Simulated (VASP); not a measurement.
A run of VASP 6.6.1 is set up as follows.

File INCAR:

```
PREC = Accurate
ENCUT = 520
EDIFF = 1E-7
ISMEAR = 0
SIGMA = 0.02
LREAL = F
LASPH = T
NELM = 100
ALGO = Fast
ISIF = 2
LWAVE = F
LCHARG = T
GGA = PE
LELF = T
LVHAR = T
NBANDS = 15
```

The input KPOINTS:

```
Automatic mesh
0
Gamma
  8 8 8
```

POSCAR

```
KF
1.0
    3.3901279387      0.0124492081     -0.0039433355
    0.0124492081      3.3609928810      0.0109826784
   -0.0039433355      0.0109826784      3.3807421483
K F
1 1
Direct
   -0.0094754300      0.0141609811     -0.0069776968
    0.5094754300      0.4858390189      0.5069776968
```

Potentials or basis: VASP PAW PBE potentials, release 64 (K_sv, F).

Launch:

```console
$ cat potpaw_PBE.64/K_sv/POTCAR potpaw_PBE.64/F/POTCAR > POTCAR
$ mpirun -np 1 vasp_std > vasp.out
```

Question: What does it give for the band gap on the k mesh?

Answer: 5.57 eV, indirect (least direct gap 5.64 eV).

Question: What does it give for the pressure?

Answer: -2.7 GPa.

Question: What does it give for the largest force?

Answer: 0.037 eV/Å.

Forces on the atoms (eV/Å):
```
K    0.020 -0.028  0.016
F   -0.020  0.028 -0.016
```

A k mesh can miss the band edges.
